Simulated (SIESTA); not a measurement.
ZnO (zincite) in SIESTA: the effect of strain zz

The system is ZnO (zincite).

```
Zn O
1.0
     3.24931    0.00000    0.00000
    -1.62465    2.81398    0.00000
     0.00000    0.00000    4.99748
Zn O
2 2
Direct
  0.66667 0.33333 0.00000
  0.33333 0.66667 0.50000
  0.33333 0.66667 0.87901
  0.66667 0.33333 0.37901
```

The cell isn't the ideal one: cell strained along z.

Alike in all runs:

```yaml
Program: SIESTA 5.4.2
Task: single point
Functional: PBE
Potentials_or_basis: PseudoDojo 0.4 standard (PBE files)
Basis: DZP (energy shift 0.003 Ry; two zetas on semicore shells)
Grid_cutoff: 800 Ry
Energy_shift: 0.003 Ry
k_mesh: 9 × 9 × 5
Occupations: fermi-dirac, width 0.05 eV
Spin: no spin polarisation
```

```tsv
strain zz	gap on the mesh (eV)	pressure (GPa)	largest force (eV/Å)
-0.04	?	?	?
-0.02	1.07	9.3	0.35
-0.01	1.04	7.2	0.22
0	1.01	5.7	0.09
0.01	0.99	4.3	0.01
0.02	0.95	2.7	0.09
0.04	0.89	0.4	0.22
```

Q: What does the run with strain zz -0.04 give?

A: gap on the mesh 1.11 eV; pressure 13.3 GPa; largest force 0.74 eV/Å.

Worked out: A straight line through the other rows of the gap on the mesh, of slope -2.99 eV per unit of strain zz, extrapolates to 1.13 eV, against the run's 1.11. The fit is too stiff a form for this range. A parabola through the other rows of the pressure, of slope -219 GPa per unit of strain zz there, extrapolates to 13.3 GPa, against the run's 13.3. A parabola through the other rows of the largest force, of slope -29.2 eV/Å per unit of strain zz there, extrapolates to 0.83 eV/Å, against the run's 0.74. The fit is too stiff a form for this range.

Caveats: short orbitals over semicore shells can move pressures by several GPa; the valence orbitals were made in a potential fitted to the semicore shell under them, which widens gaps by tenths of an eV or more; an odd mesh through Γ misses points on the zone boundary, where band edges often lie; the basis of atomic orbitals isn't converged, which shifts pressures, moduli and gaps.
